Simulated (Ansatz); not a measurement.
# The stack of 2H-MoSSe under Sc2CCl2 MXene, upper layer turned by 180° between two gates, part 2 of 2

How does the stack of 2H-MoSSe under Sc2CCl2 MXene, upper layer turned by 180° take up charge from its gate?

Ansatz 0.2.0; plane-wave DFT, PBE-D3(BJ), Ansatz PAW.

So far. Step 9 (Gated layer, added electrons 2×10¹³ per cm²): Against the uncharged case this takes +1.27 V.

### Step 10. Gated layer, added electrons 6×10¹³ per cm² (continued)

The density of states has structure finer than the step of the table below, so its rows give means over 0.1 eV, whole bins alone (the curve runs from -3 to 1.99 eV). Peaks (eV: height): -1.90: 12.5, -1.86: 15.1, -1.78: 15.9, -1.63: 12.0, 0.56: 10.8, 0.64: 9.99, 0.85: 10.9.

Table of density of states by energy, zero at the Fermi level; means over each step:

| energy (eV) | density of states (states/eV a cell) |
| --- | --- |
| -2.9 | 5.48 |
| -2.8 | 4.20 |
| -2.7 | 5.75 |
| -2.6 | 5.99 |
| -2.5 | 5.66 |
| -2.4 | 4.47 |
| -2.3 | 4.54 |
| -2.2 | 1.94 |
| -2.1 | 1.54 |
| -2.0 | 3.33 |
| -1.9 | 9.62 |
| -1.8 | 9.98 |
| -1.7 | 9.23 |
| -1.6 | 8.91 |
| -1.5 | 4.44 |
| -1.4 | 2.97 |
| -1.3 | 2.56 |
| -1.2 | 2.83 |
| -1.1 | 4.08 |
| -1.0 | 3.09 |
| -0.9 | 1.83 |
| -0.8 | 1.10 |
| -0.7 | 0.0332 |
| -0.6 | 0 |
| -0.5 | 0 |
| -0.4 | 0 |
| -0.3 | 0 |
| -0.2 | 0 |
| -0.1 | 0.00341 |
| 0.0 | 0.770 |
| 0.1 | 1.14 |
| 0.2 | 1.29 |
| 0.3 | 1.48 |
| 0.4 | 1.75 |
| 0.5 | 3.48 |
| 0.6 | 9.39 |
| 0.7 | 4.53 |
| 0.8 | 4.30 |
| 0.9 | 7.25 |
| 1.0 | 5.15 |
| 1.1 | 3.76 |
| 1.2 | 4.34 |
| 1.3 | 4.57 |
| 1.4 | 5.15 |
| 1.5 | 3.96 |
| 1.6 | 3.58 |
| 1.7 | 3.54 |
| 1.8 | 5.63 |
| 1.9 | 4.70 |

Against the uncharged case this takes +3.23 V.

### Step 11. The series together

This step: plane-wave DFT, PBE-D3(BJ), Ansatz PAW; charging by gates (Ansatz 0.2.0).

The potential behind each gate is read from every run and counted from the uncharged case.

Voltage on the gate against the layer's Fermi level, from the uncharged case, mean of the two gates. Gate voltage against added electrons:

| added electrons (10¹³ per cm²) | gate voltage (V) |
| --- | --- |
| -11.00 | -5.58 |
| -7.00 | -3.65 |
| -4.00 | -2.19 |
| -2.00 | -1.21 |
| -1.00 | -0.688 |
| 0.00 | 0 |
| 2.00 | 1.27 |
| 6.00 | 3.23 |

Charge step over voltage step between neighbouring densities. Table of total capacitance by added electrons:

| added electrons (10¹³ per cm²) | total capacitance (µF/cm²) |
| --- | --- |
| -9.00 | 3.32 |
| -5.50 | 3.31 |
| -3.00 | 3.25 |
| -1.50 | 3.09 |
| -0.50 | 2.33 |
| 1.00 | 2.53 |
| 4.00 | 3.27 |

By hand: 10¹³ electrons per cm² are 0.001 e/Å², which by Gauss's law end a field of 0.181 V/Å. At 11×10¹³ holes per cm², shared by two gates, the field towards a gate is 0.995 V/Å, which over the 6 Å from the outer atoms would drop 5.97 V; the run needs 5.58 V.

### Step 12. A changed input: scf.mixing.preconditioner = "ldos"

This step: plane-wave DFT, PBE-D3(BJ), Ansatz PAW (Ansatz 0.2.0).

A run with a changed input: it repeats the earlier run at -1 × 10¹³ added electrons per cm² with scf.mixing.preconditioner to ldos.

The input, input.yaml:

```yaml
crystal:
  lattice:
    - [3.3313779561, 0.0, 0.0]
    - [-1.665688978, 2.8850579396, 0.0]
    - [0.0, 0.0, 54.5456545556]
  atoms:
    - { symbol: Se, position: [0.3333333333, 0.6666666667, 0.3895819048] }
    - { symbol: Mo, position: [0.0, 0.0, 0.4201965862] }
    - { symbol: S, position: [0.3333333333, 0.6666666667, 0.4475789871] }
    - { symbol: Cl, position: [0.0, 0.0, 0.5028989291] }
    - { symbol: Sc, position: [0.6666666667, 0.3333333333, 0.5338888415] }
    - { symbol: C, position: [0.3333333333, 0.6666666667, 0.5565926969] }
    - { symbol: Sc, position: [0.0, 0.0, 0.5793004143] }
    - { symbol: Cl, position: [0.6666666667, 0.3333333333, 0.6104180952] }
  periodic: [true, true, false]
  symmetry: { detect: true }
total_charge: 0.009612
kpoints:
  mp_grid: { grid: [36, 36, 1] }
hamiltonian:
  xc: pbe
  dispersion: d3bj
scf:
  occupations: { method: fermi_dirac, width: 0.05 }
  convergence: { dr2_threshold: 1.0e-10 }
  mixing: { preconditioner: ldos }
output:
  forces: true
  eigenvalues: true
  write_potential: true
  write_density: true
  volumetric_format: npy
external_charges:
  - { charge: 0, barrier: 10, axis: 3, height: 37.796, sigma: 0.25 }
  - { charge: -0.004806, axis: 3, height: 39.296, sigma: 0.5 }
  - { charge: 0, barrier: 10, axis: 3, height: 16.75, sigma: 0.25 }
  - { charge: -0.004806, axis: 3, height: 15.25, sigma: 0.5 }
```

The run is started by

```
$ ansatz run input.yaml --threads 4 --pin off --max-ram 12288MiB --backend cpu --events-out ev --progress --plain --runs-dir out
```

Run time: 3 min. Hardware: 4 threads of Arm Neoverse V2, shared host; peak memory 2.4 GiB; 12 min of CPU time.

This step gave:

```yaml
energy_at_zero_smearing: -18021.0810 eV
potential_beyond_the_upper_barrier_and_gate_less_the_barrier_from_the_fermi_level: 6.154 eV
```

| quantity | this run | earlier run | difference |
| --- | --- | --- | --- |
| potential beyond the upper barrier and gate, less the barrier, from the Fermi level (eV) | 6.154 | 6.154 | 0 |

Nothing in the table moves by 0.01 in its unit.

### Step 13. The same run with other settings: basis.ecutwfc = "400 eV" and scf.occupations.width = 0.025

Another changed input: it repeats the earlier run at -1 × 10¹³ added electrons per cm² with basis.ecutwfc to 400 eV and scf.occupations.width from 0.05 to 0.025.

Changes to input.yaml since step 12:

```diff
@@ -23,5 +23,4 @@
 scf:
-  occupations: { method: fermi_dirac, width: 0.05 }
+  occupations: { method: fermi_dirac, width: 0.025 }
   convergence: { dr2_threshold: 1.0e-10 }
-  mixing: { preconditioner: ldos }
 output:
@@ -37 +36,3 @@
   - { charge: -0.004806, axis: 3, height: 15.25, sigma: 0.5 }
+basis:
+  ecutwfc: "400 eV"
```

Wall time 3 min (4 threads); peak memory 2.2 GiB.

This step gave:

- energy at zero smearing: -18021.0768 eV
- potential beyond the upper barrier and gate, less the barrier, from the Fermi level: 6.219 eV

| quantity | this run | earlier run | difference |
| --- | --- | --- | --- |
| potential beyond the upper barrier and gate, less the barrier, from the Fermi level (eV) | 6.219 | 6.154 | 0.065 |

It moves by +0.065 eV.

### Step 14. Results

```
gap with uncharged gates                    : 0.491 eV
gate voltage at 11×10¹³ holes per cm²       : -5.58 V
gate voltage at 6×10¹³ electrons per cm²    : +3.23 V
total capacitance near 9×10¹³ holes per cm² : 3.32 µF/cm²
```

What this shows: Putting 11×10¹³ holes per cm² on the layer takes -5.58 V on the gates; how far the Fermi level moves against the bands is taken for single layers without spin and with an even electron count alone. Between the first holes and the first electrons the voltage runs over 1.96 V: the drop across the plates for that charge, plus the way of the Fermi level through the region of the 0.49 eV gap. The zero of the voltage lies where the smearing puts the uncharged Fermi level. Plates 6 Å apart on both sides would give 2.95 µF/cm² in vacuum; the computed total runs from 2.3 to 3.32 µF/cm². A value over that of the plates means that the screening charge has its centre outside the outer atoms; a low density of states works the other way. Few carriers sample few k-points, so the slopes at the lowest densities depend on the mesh and on the temperature. The gates are charged sheets behind model barriers, not atoms. Spin-orbit coupling is left out, which matters for the bands of elements this heavy. The MXene's terminations sit over the metal atoms of its far layer; the site over carbon or nitrogen, which some compounds prefer, was not run.

[Logs are printed without paths, hosts, clocks, repeated set-up lines and the standing remarks that a program may print on its own settings, such as how far it seeks lower states.]

[Hosts, paths, dates, database ids (printed as entryN), source tags and the programs' standing remarks are cut or masked in the printed files.]

[Maps of the electrostatic potential energy from Ansatz leave out the sawtooth potential of an applied field or a dipole correction, so their vacuum need not be flat; planar profiles and work functions include it.]

[The density of states shown here was stored with 400 of the rows of the run's finer table, so its peaks can read low, often by over a quarter, or be missed, and its means over a window can be off by a tenth or more.]
